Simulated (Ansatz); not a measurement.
A one-shot G0W0 calculation of AlN (rocksalt) with Ansatz, at the level G0W0@PBE with 37 empty bands, a screening cutoff of 100 eV and an 8×8×8 mesh. The geometry is the r2SCAN minimum.

The input:
```yaml
crystal:
  lattice:
    - [0.0, 2.018868445, 2.018868445]
    - [2.018868445, 0.0, 2.018868445]
    - [2.018868445, 2.018868445, 0.0]
  atoms:
    - { symbol: Al, position: [0.0, 0.0, 0.0] }
    - { symbol: "N", position: [0.5, 0.5, 0.5] }
kpoints:
  mp_grid: { grid: [8, 8, 8] }
hamiltonian:
  xc: pbe
scf:
  occupations: { method: fixed }
gw:
  n_empty_bands: 37
  ecut_chi: 100
  qp_bands: [v2, c2]
  qp_kpoints: band_edges
  screening: { model: contour_deformation }
```

It took 5 min on 1 × NVIDIA H100 80GB HBM3 with 1 thread of AMD EPYC 7R13 Processor (Zen 3) (shared host), load about 1.2 per core; peak host memory 1.2 GiB.

Q: What will the output look like, and what does it show?

A: Abridged output:
```
Functional definition: PBE
Crystal: 2 atoms, lattice volume = 16.457 Å³
Basis set: ecut = 420 eV, 331 PW (Γ)
Bands: 8, of which v1, the nominal top of the filled ones, is band 4 counted from 1 (3 counted from 0)
Symmetry: 48 space group operations
Space group: Fm-3m (ITA 225)
k-points: 29 of 512
preconditioner: auto → none  [insulator: Δε(μ)=4.664 eV  ℏωp=25.9 eV]
SCF converged after 6 iterations
Free energy (F): -923.908265 eV
Fermi energy:    11.288171 eV
--- Per-component energies (eV) ---
  E_band       = 39.228657
  E_kinetic    = 163.248430
  E_local      = -168.798569
  E_nonlocal   = 54.288039
  E_hartree    = 61.763427
  E_xc         = -103.274982
  E_vxc        = -110.022882
  E_paw        = -594.876266
  E_vpaw       = -23.013366
  E_ewald      = -336.258441
--- G₀W₀: contour deformation, 5 samples at zero and on the imaginary axis and 2 off it, 512 q-points, 37 empty bands' worth ---
    ik  band        ε_KS         Σx   Σc(E_QP)       V_xc       Z   E_QP_lin       E_QP  E_QP is
     0     3     11.2882   -22.1709     3.1741   -18.5160  0.8028    10.8060    10.8073  root
     0     4     11.2882   -22.1709     3.1741   -18.5160  0.8028    10.8060    10.8073  root
     0     5     17.0143   -12.1802    -4.4447   -17.8367  0.8193    18.2345    18.2262  root
     0     6     23.4102    -5.2178    -5.1410   -11.2090  0.8264    24.2668    24.2604  root
     1     3     11.1009   -22.0485     3.2095   -18.3264  0.8025    10.5867    10.5883  root
     1     4     11.1009   -22.0485     3.2095   -18.3264  0.8025    10.5867    10.5883  root
     1     5     17.8725   -11.8796    -4.5631   -17.7003  0.8162    19.1396    19.1301  root
     1     6     22.2768    -5.9203    -5.1535   -12.0039  0.8222    23.2140    23.2069  root
     2     3     10.6934   -21.8321     3.2945   -17.9612  0.8015    10.1149    10.1170  root
     2     4     10.6934   -21.8321     3.2945   -17.9612  0.8015    10.1149    10.1170  root
     2     5     18.2005    -9.5652    -4.6401   -15.2772  0.8249    19.2793    19.2724  root
     2     6     22.4490    -8.7629    -5.5774   -15.7036  0.7978    23.8309    23.8123  root
     3     3     10.3351   -21.6825     3.3734   -17.6820  0.8004     9.7055     9.7080  root
     3     4     10.3351   -21.6825     3.3734   -17.6820  0.8004     9.7055     9.7080  root
     3     5     17.6818    -8.8502    -4.4977   -14.3074  0.8307    18.6465    18.6413  root
     3     6     22.7143    -7.1173    -5.2439   -13.5068  0.8218    23.8717    23.8598  root
     4     3     10.1980   -21.6332     3.4044   -17.5838  0.8000     9.5502     9.5530  root
     4     4     10.1980   -21.6332     3.4044   -17.5838  0.8000     9.5502     9.5530  root
     4     5     17.4569    -8.8401    -4.4404   -14.2206  0.8318    18.4019    18.3970  root
     4     6     22.3497    -7.2630    -5.1888   -13.6056  0.8239    23.5148    23.5034  root
     8     3      9.1276   -21.1380     3.5257   -16.8445  0.7970     8.3555     8.3599  root
     8     4      9.8876   -21.5516     3.4529   -17.4125  0.7992     9.1982     9.2014  root
     8     5     18.4237    -8.9493    -4.5727   -14.5547  0.8269    19.4627    19.4563  root
     8     6     21.0350    -7.8832    -5.1046   -14.1528  0.8242    22.2104    22.2000  root
    11     3     10.0340   -21.3934     3.3467   -17.3755  0.8007     9.3599     9.3629  root
    11     4     11.0564   -21.9988     3.2299   -18.2487  0.8022    10.5346    10.5362  root
    11     5     18.8593   -11.4566    -4.8035   -17.5796  0.8120    20.1905    20.1788  root
    11     6     21.3583    -6.3091    -5.0148   -12.2708  0.8242    22.3119    22.3051  root
    12     3      9.6570   -21.5591     3.4808   -17.3595  0.7987     8.9346     8.9382  root
    12     4      9.6570   -21.5591     3.4808   -17.3595  0.7987     8.9346     8.9382  root
    12     5     18.7458    -5.3725    -4.5900   -10.6498  0.8417    19.4358    19.4331  root
    12     6     19.0679   -10.2214    -4.8341   -16.3287  0.8204    20.3521    20.3412  root
    14     3      7.4491   -20.7528     3.8710   -15.9450  0.7885     6.5042     6.5123  root
    14     4      9.2387   -21.4594     3.5726   -17.1205  0.7971     8.4681     8.4724  root
    14     5     17.8989    -7.9995    -4.5655   -13.5221  0.8364    18.8612    18.8560  root
    14     6     20.7350    -8.8521    -5.0621   -15.1921  0.8139    22.0255    22.0128  root
  […]
```
Iteration counts and the last digits belong to this one run.

The points are ik 0 = (0, 0, 0) (Γ), ik 1 = (0, 0, 1/8), ik 2 = (0, 0, 1/4), ik 3 = (0, 0, 3/8), ik 4 = (0, 0, -1/2), ik 8 = (0, 1/8, -1/2), ik 11 = (0, 1/8, -1/8), ik 12 = (0, 1/4, 1/4), ik 14 = (0, 1/4, -1/2), ik 17 = (0, 3/8, 3/8), ik 18 = (0, 3/8, -1/2), ik 20 = (0, -1/2, -1/2); band 4 is the last filled one.

The quasiparticle gap on this mesh is 6.16 eV (Γ to k = (0, -1/2, -1/2)), against 4.67 eV from PBE: +1.49 eV. Renormalisation factors Z lie between 0.79 and 0.85. The G0W0 figures hold for the stated bands, cutoff and mesh and aren't extrapolated.

(Calculated; spin-unpolarised; the phase may be known or hypothetical.)
